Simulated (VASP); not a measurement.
# LiF (P4/mmm) in VASP: further runs

One crystal, LiF, is run at these levels: PBE; tasks: single point, relaxation of cell and atoms.

Everything below comes from runs of VASP 6.6.1. Logs are shortened: lines on timing, memory, paths and dates and some standing lists are left out, and cuts for length are marked.

### Step 1. The crystal as given

It takes space group P4/mmm (No. 123, tetragonal). The conventional cell has a = 2.695 Å, b = 2.695 Å, c = 4.452 Å, α = 90.00°, β = 90.00°, γ = 90.00°. Li (site symmetry 4/mmm) is surrounded by 4 F at 1.91 Å. Around F (site symmetry 4/mmm) lie 4 Li at 1.91 Å.

The cell was built by a generator and needn't be a form met in nature.

### Step 2. Single point, PBE

The input, INCAR:

```
SYSTEM = LiF
ALGO = Normal
EDIFF = 1E-6
ENCUT = 520
GGA = PE
ISIF = 2
ISMEAR = 0
LASPH = .TRUE.
LCHARG = .FALSE.
LREAL = .FALSE.
LWAVE = .FALSE.
NBANDS = 12
NELM = 100
PREC = Accurate
SIGMA = 0.02
```

The input, KPOINTS:

```
k-points
0
G
  8 8 6
  0 0 0
```

The input, POSCAR:

```
LiF
1.0
    2.6950672281      0.0000000000      0.0000000000
    0.0000000000      2.6950672281      0.0000000000
    0.0000000000      0.0000000000      4.4518834996
Li F
1 1
Direct
    0.0000000000      0.0000000000      0.0000000000
    0.5000000000      0.5000000000      0.0000000000
```

Potentials or basis: VASP PAW PBE potentials, release 64 (Li_sv, F).

Command:

```bash
> cat potpaw_PBE.64/Li_sv/POTCAR potpaw_PBE.64/F/POTCAR > POTCAR
> mpirun -np 1 vasp_std > vasp.out
```

OUTCAR:

```text
SYSTEM = LiF
   EDIFF = 1E-6
   ENCUT = 520
   GGA = PE
   ISIF = 2
   ISMEAR = 0
   LASPH = .TRUE.
   LREAL = .FALSE.
   NELM = 100
   PREC = Accurate

 ion  position               nearest neighbor table
   1  0.000  0.000  0.000-   2 1.91   2 1.91   2 1.91   2 1.91
   2  0.500  0.500  0.000-   1 1.91   1 1.91   1 1.91   1 1.91

  LATTYP: Found a simple tetragonal cell.
 ALAT       =     2.6950672281
 C/A-ratio  =     1.6518636170

  Lattice vectors:

 A1 = (   2.6950672281,   0.0000000000,   0.0000000000)
 A2 = (   0.0000000000,   2.6950672281,   0.0000000000)
 A3 = (   0.0000000000,   0.0000000000,   4.4518834996)

Analysis of symmetry for initial positions (statically):
=====================================================================
 Subroutine PRICEL returns:
 Original cell was already a primitive cell.

 Routine SETGRP: Setting up the symmetry group for a
 simple tetragonal supercell.

 Subroutine GETGRP returns: Found 16 space group operations
 (whereof 16 operations were pure point group operations)
 out of a pool of 16 trial point group operations.

The static configuration has the point symmetry D_4h.

Analysis of symmetry for dynamics (positions and initial velocities):
=====================================================================
 Subroutine PRICEL returns:
 Original cell was already a primitive cell.

 Routine SETGRP: Setting up the symmetry group for a
 simple tetragonal supercell.

 Subroutine GETGRP returns: Found 16 space group operations
 (whereof 16 operations were pure point group operations)
 out of a pool of 16 trial point group operations.

The dynamic configuration has the point symmetry D_4h.

 Subroutine INISYM returns: Found 16 space group operations
 (whereof 16 operations are pure point group operations),
 and found     1 'primitive' translations

----------------------------------------------------------------------------------------

                                     Primitive cell

  volume of cell :      32.3358

  direct lattice vectors                    reciprocal lattice vectors
     2.695067228  0.000000000  0.000000000     0.371048258  0.000000000  0.000000000
     0.000000000  2.695067228  0.000000000     0.000000000  0.371048258  0.000000000
     0.000000000  0.000000000  4.451883500     0.000000000  0.000000000  0.224624027

  length of vectors
     2.695067228  2.695067228  4.451883500     0.371048258  0.371048258  0.224624027

  position of ions in fractional coordinates (direct lattice)
     0.000000000  0.000000000  0.000000000
     0.500000000  0.500000000  0.000000000

  ion indices of the primitive-cell ions
   primitive index   ion index
                 1           1
                 2           2

----------------------------------------------------------------------------------------

 KPOINTS: k-points

Automatic generation of k-mesh.
 Grid dimensions read from file:
 generate k-points for:    8    8    6

 Generating k-lattice:

  Cartesian coordinates                     Fractional coordinates (reciprocal lattice)
     0.046381032  0.000000000  0.000000000     0.125000000  0.000000000  0.000000000
     0.000000000  0.046381032  0.000000000     0.000000000  0.125000000  0.000000000
     0.000000000  0.000000000  0.037437338     0.000000000  0.000000000  0.166666667

  Length of vectors
     0.046381032  0.046381032  0.037437338

  Shift w.r.t. Gamma in fractional coordinates (k-lattice)
     0.000000000  0.000000000  0.000000000

 Subroutine IBZKPT returns following result:
 ===========================================

 Found     60 irreducible k-points:

 Following reciprocal coordinates:
            Coordinates               Weight
  0.000000  0.000000  0.000000      1.000000
  0.125000  0.000000  0.000000      4.000000
  0.250000  0.000000  0.000000      4.000000
  0.375000  0.000000  0.000000      4.000000
  0.500000  0.000000  0.000000      2.000000
  0.125000  0.125000  0.000000      4.000000
[... 16 lines left out ...]
  0.375000  0.125000  0.166667     16.000000
  0.500000  0.125000  0.166667      8.000000
 [... further k-points ...]
   k-points           NKPTS =     60   k-points in BZ     NKDIM =     60   number of bands    NBANDS=     12
   number of dos      NEDOS =    301   number of ions     NIONS =      2
   total plane-waves  NPLWV =  14400
   dimension x,y,z NGX =    20 NGY =   20 NGZ =   36
   dimension x,y,z NGXF=    40 NGYF=   40 NGZF=   72
   ions per type =               1   1
   NGX,Y,Z   is equivalent  to a cutoff of  12.34, 12.34, 13.44 a.u.
   NGXF,Y,Z  is equivalent  to a cutoff of  24.67, 24.67, 26.89 a.u.
 SYSTEM =  LiF
   PREC   = accura    normal or accurate (medium, high low for compatibility)
   ISTART =      0    job   : 0-new  1-cont  2-samecut
   ICHARG =      2    charge: 1-file 2-atom 10-const
   ISPIN  =      1    spin polarized calculation?
   LNONCOLLINEAR =      F non collinear calculations
   LSORBIT =      F    spin-orbit coupling
   LASPH  =      T    aspherical Exc in radial PAW
   ENCUT  =  520.0 eV  38.22 Ry    6.18 a.u.   5.01  5.01  8.28*2*pi/ulx,y,z
   NELM   =    100;   NELMIN=  2; NELMDL= -5     # of ELM steps
   EDIFF  = 0.1E-05   stopping-criterion for ELM
   LREAL  =      F    real-space projection
   EDIFFG = 0.1E-04   stopping-criterion for IOM
   NSW    =      0    number of steps for IOM
   IBRION =     -1    ionic relax: 0-MD 1-quasi-New 2-CG
   NFREE  =      0    steps in history (QN), initial steepest desc. (CG)
   ISIF   =      2    stress and relaxation
   ISYM   =      2    0-nonsym 1-usesym 2-fastsym
   POTIM  = 0.5000    time-step for ionic-motion
   TEBEG  =    0.0;   TEEND  =   0.0 temperature during run
   PSTRESS=    0.0 pullay stress
   NELECT =      10.0000    total number of electrons
   NUPDOWN=      -1.0000    fix difference up-down
   EMIN   =  10.00;   EMAX   =-10.00  energy-range for DOS
   EFERMI =   0.00;   METHOD = LEGACY
   ISMEAR =     0;   SIGMA  =   0.02  broadening in eV -4-tet -1-fermi 0-gaus
   EFERMI_NEDOS =   21; number of points for ismear=-14 and -15
   IALGO  =     38    algorithm
   IMIX   =      4    mixing-type and parameters
     AMIX     =   0.40;   BMIX     =  1.00
     AMIX_MAG =   1.60;   BMIX_MAG =  1.00
  volume/ion in A,a.u.               =      16.17       109.11
  Fermi-wavevector in a.u.,A,eV,Ry     =   1.107084  2.092085 16.675771  1.225635
  Thomas-Fermi vector in A             =   2.243593
   LORBIT       =      0    0 simple, 1 ext, 2 COOP (PROOUT), +10 PAW based schemes
   GGA     = PE    functional components
   LHFCALC =     F    Hartree Fock is set to
   AEXX    =    0.0000 exact exchange contribution
   IVDW    =     0    specifies the selected vdW correction
   LEPSILON=     F    determine dielectric tensor
   LRPA    =     F    only Hartree local field effects (RPA)
 non-spin polarized calculation
 Gauss-broadening in eV      SIGMA  =   0.02
  energy-cutoff  :      520.00
  volume of cell :       32.34
 maximum number of plane-waves:       884
   NGX = 11   NGY = 11   NGZ = 17

 number of electron      10.0000000 magnetization

 number of electron       9.9999981 magnetization

 Free energy of the ion-electron system (eV)
  ---------------------------------------------------
  ext. energy  EPLUGINS =         0.00000000
  ---------------------------------------------------
  free energy    TOTEN  =        -9.40358940 eV

  energy without entropy =       -9.40358940  energy(sigma->0) =       -9.40358940

 E-fermi :  -3.7943     XC(G=0):  -6.4345

 val. band max:       -4.0114057421   @ k =   0.5000   0.0000   0.5000
 cond. band min:       1.7607239620   @ k =   0.0000   0.0000   0.0000
 fundamental gap:      5.7721297041
 Fermi energy:        -3.7943266661

 k-point     1 :       0.0000    0.0000    0.0000
  band No.  band energies     occupation
      1     -45.2582      2.00000
      2     -23.6245      2.00000
      3      -5.2815      2.00000
      4      -4.3766      2.00000
      5      -4.3766      2.00000
      6       1.7607      0.00000
      7       7.6764      0.00000
      8      11.9987      0.00000
      9      15.7914      0.00000
     10      18.5668      0.00000
     11      18.5668      0.00000
     12      22.6134      0.00000

 k-point     2 :       0.1250    0.0000    0.0000
  band No.  band energies     occupation
      1     -45.2526      2.00000
      2     -23.6028      2.00000
      3      -5.1924      2.00000
      4      -4.6602      2.00000
      5      -4.3253      2.00000
      6       2.1126      0.00000
      7       7.7323      0.00000
      8      12.1067      0.00000
      9      14.5076      0.00000
     10      18.2876      0.00000
     11      19.0479      0.00000
     12      20.1741      0.00000

 k-point     3 :       0.2500    0.0000    0.0000
  band No.  band energies     occupation
      1     -45.2391      2.00000
      2     -23.5498      2.00000
      3      -5.2849      2.00000
      4      -4.9687      2.00000
      5      -4.1987      2.00000
      6       3.1023      0.00000
      7       7.8770      0.00000
      8      11.4949      0.00000
      9      12.9133      0.00000
     10      17.1603      0.00000
     11      17.5689      0.00000
     12      18.1108      0.00000

 k-point     4 :       0.3750    0.0000    0.0000
  band No.  band energies     occupation
      1     -45.2255      2.00000
      2     -23.4950      2.00000
      3      -5.8468      2.00000
      4      -4.7313      2.00000
      5      -4.0681      2.00000
      6       4.6357      0.00000
      7       8.0424      0.00000
      8       9.1545      0.00000
      9      12.5136      0.00000
     10      15.1508      0.00000
     11      16.8340      0.00000
     12      17.6373      0.00000

 k-point     5 :       0.5000    0.0000    0.0000
  band No.  band energies     occupation
      1     -45.2199      2.00000
      2     -23.4719      2.00000
      3      -6.0654      2.00000
      4      -4.6284      2.00000
      5      -4.0127      2.00000
      6       6.3294      0.00000
      7       7.0877      0.00000
      8       8.1199      0.00000
      9      12.3552      0.00000
     10      14.4381      0.00000
     11      16.5324      0.00000
     12      17.6212      0.00000
[... 228 lines left out ...]
      1     -45.2473      2.00000
      2     -23.5764      2.00000
      3      -5.1654      2.00000
      4      -4.6982      2.00000
      5      -4.5460      2.00000
      6       2.6994      0.00000
      7       7.4791      0.00000
      8      12.7329      0.00000
      9      14.2398      0.00000
     10      16.5404      0.00000
     11      18.8454      0.00000
     12      20.0102      0.00000

 k-point    22 :       0.2500    0.1250    0.1667
  band No.  band energies     occupation
      1     -45.2342      2.00000
      2     -23.5125      2.00000
      3      -5.2954      2.00000
      4      -4.9382      2.00000
      5      -4.5219      2.00000
      6       3.6199      0.00000
      7       7.8335      0.00000
      8      12.2712      0.00000
      9      12.9349      0.00000
     10      15.7972      0.00000
     11      16.9551      0.00000
     12      19.3118      0.00000

 k-point    23 :       0.3750    0.1250    0.1667
  band No.  band energies     occupation
      1     -45.2210      2.00000
      2     -23.4473      2.00000
      3      -5.8763      2.00000
      4      -4.6997      2.00000
      5      -4.4463      2.00000
      6       5.0364      0.00000
      7       8.0700      0.00000
      8      10.0953      0.00000
      9      12.2300      0.00000
     10      15.7569      0.00000
     11      16.0321      0.00000
     12      18.0185      0.00000

 k-point    24 :       0.5000    0.1250    0.1667
  band No.  band energies     occupation
      1     -45.2156      2.00000
      2     -23.4200      2.00000
      3      -6.1031      2.00000
      4      -4.5965      2.00000
      5      -4.4139      2.00000
      6       6.6337      0.00000
      7       7.0499      0.00000
      8       9.3799      0.00000
      9      11.7864      0.00000
     10      15.5484      0.00000
     11      15.8943      0.00000
     12      17.7451      0.00000

 [... further k-points ...]

------------------------ aborting loop because EDIFF is reached ----------------------------------------

  FORCE on cell =-STRESS in cart. coord.  units (eV):
  Direction    XX          YY          ZZ          XY          YZ          ZX
  --------------------------------------------------------------------------------------
  -------------------------------------------------------------------------------------
  Total       -0.0099710     -0.0099710     -0.0358610      0.0000000     -0.0000000      0.0000000
  in kB       -0.4940426     -0.4940426     -1.7768489      0.0000000     -0.0000000      0.0000000
  external PRESSURE =      -0.9216447 kB  Pullay stress =       0.0000000 kB

 VOLUME and BASIS-vectors are now :
 -----------------------------------------------------------------------------
  energy-cutoff  :      520.00
  volume of cell :       32.34
      direct lattice vectors                 reciprocal lattice vectors
     2.695067228  0.000000000  0.000000000     0.371048258  0.000000000  0.000000000
     0.000000000  2.695067228  0.000000000     0.000000000  0.371048258  0.000000000
     0.000000000  0.000000000  4.451883500     0.000000000  0.000000000  0.224624027

 POSITION                                       TOTAL-FORCE (eV/Angst)
 -----------------------------------------------------------------------------------
      0.00000      0.00000      0.00000         0.000000      0.000000      0.000000
      1.34753      1.34753      0.00000         0.000000      0.000000      0.000000
 -----------------------------------------------------------------------------------
    total drift:                               -0.000000      0.000000     -0.000000

  FREE ENERGIE OF THE ION-ELECTRON SYSTEM (eV)
  ---------------------------------------------------
  free  energy   TOTEN  =        -9.4035893996 eV

  energy  without entropy=       -9.4035893996  energy(sigma->0) =       -9.40358940
```

Run time: 13 s. Hardware: 1 thread of Intel Xeon Platinum 8259CL at 2.50GHz (Skylake/Cascade Lake), shared host; peak memory 0.14 GiB.

What came out:

```
Free energy            : -9.4036 eV
Band gap on the k mesh : 5.77 eV, indirect (least direct gap 6.14 eV)
```

Caveat: the cutoff is under 1.25 times the usual one of these potentials, so pressure, stress and relaxed cells hold a basis-set (Pulay) error.

### Step 3. Relaxation of cell and atoms, PBE

The input, INCAR:

```
SYSTEM = LiF
PREC = Accurate
ENCUT = 600
EDIFF = 1E-7
ISMEAR = 0
SIGMA = 0.02
LREAL = .FALSE.
LASPH = .TRUE.
NELM = 100
ALGO = Normal
ISIF = 3
LWAVE = .FALSE.
LCHARG = .FALSE.
GGA = PE
IBRION = 2
NSW = 100
EDIFFG = -0.01
```

The input, KPOINTS:

```
Automatic mesh
0
G
  8 8 6
  0 0 0
```

POSCAR is that of step 2.

Potentials or basis: VASP PAW PBE potentials, release 64 (Li_sv, F).

Command:

```bash
> cat potpaw_PBE.64/Li_sv/POTCAR potpaw_PBE.64/F/POTCAR > POTCAR
> mpirun -np 1 vasp_std > vasp.out
```

Wall time 85 s (1 thread of Intel Xeon Platinum 8259CL at 2.50GHz (Skylake/Cascade Lake), shared host); peak memory 0.16 GiB.

It converged, with:

| Property | Result |
| --- | --- |
| Free energy | -9.4119 eV |
| Relaxed volume | 14.06 Å³/atom |
| Relaxed cell | a = 2.690 Å, b = 2.690 Å, c = 3.888 Å, α = 90.00°, β = 90.00°, γ = 90.00° |
| Space group after relaxing (to 0.05 Å) | P4/mmm (No. 123) |
| Energy gained by relaxing | 3.1 meV/atom |
| Ionic steps | 12 |
| Pressure after relaxing | -0.1 GPa |
| Band gap on the k mesh | 5.96 eV, indirect (least direct gap 6.33 eV) |

Stress tensor (GPa, compression positive):
```
-0.10  0.00  0.00
 0.00 -0.10  0.00
 0.00  0.00  0.04
```

Step by step:
```
step  energy change (eV)  largest force (eV/Å)  pressure (GPa)  volume (Å³)
   1              0.0000                0.0000           -0.25        32.34
   2             -0.0002                0.0000           -0.16        32.22
   3             -0.0003                0.0000            0.08        31.92
   4             -0.0004                0.0000            0.12        31.86
   5             -0.0006                0.0000            0.15        31.70
   6             -0.0011                0.0000            0.22        31.36
   7             -0.0020                0.0000            0.37        30.70
   8             -0.0032                0.0000            0.72        29.37
   9             -0.0034                0.0000            0.68        29.32
  10             -0.0042                0.0000            0.57        29.15
  11             -0.0054                0.0000            0.36        28.81
  12             -0.0061                0.0000           -0.05        28.12
```

Final structure:
```cif
data_structure
_symmetry_space_group_name_H-M 'P 1'
_symmetry_Int_Tables_number 1
_cell_length_a 2.6895
_cell_length_b 2.6895
_cell_length_c 3.8881
_cell_angle_alpha 90.000
_cell_angle_beta 90.000
_cell_angle_gamma 90.000
_cell_volume 28.12
loop_
_atom_site_label
_atom_site_type_symbol
_atom_site_fract_x
_atom_site_fract_y
_atom_site_fract_z
_atom_site_occupancy
Li1 Li 0.00000 0.00000 0.00000 1
F1 F 0.50000 0.50000 0.00000 1
```

Levels at points of the mesh, in eV from the valence-band top:
| k point | band 1 | band 2 | band 3 | band 4 | band 5 | band 6 | band 7 | band 8 | band 9 |
| --- | --- | --- | --- | --- | --- | --- | --- | --- | --- |
| (0.00, 0.00, 0.00) | -41.24 | -19.63 | -1.14 | -0.37 | -0.37 | 5.96 | 13.33 | 17.88 | 19.68 |
| (0.50, 0.00, 0.00) | -41.20 | -19.48 | -2.10 | -0.54 | -0.01 | 10.41 | 11.31 | 13.34 | 17.44 |
| (0.50, 0.50, 0.00) | -41.17 | -19.10 | -2.39 | -2.39 | -0.17 | 14.64 | 15.27 | 15.27 | 17.25 |
| (0.00, 0.00, 0.50) | -41.24 | -19.62 | -1.68 | -0.36 | -0.36 | 7.74 | 11.22 | 20.41 | 21.30 |
| (0.50, 0.00, 0.50) | -41.20 | -19.47 | -2.02 | -0.80 | 0.00 | 9.22 | 13.18 | 13.26 | 16.45 |
| (0.50, 0.50, 0.50) | -41.17 | -19.09 | -2.35 | -2.35 | -0.33 | 13.74 | 15.09 | 15.09 | 17.66 |

Caveat: the cutoff is under 1.25 times the usual one of these potentials, so pressure, stress and relaxed cells hold a basis-set (Pulay) error. Expect the measured gap to be larger: semilocal functionals such as PBE lack the derivative discontinuity.

(Part 1 of 2 ends here.)
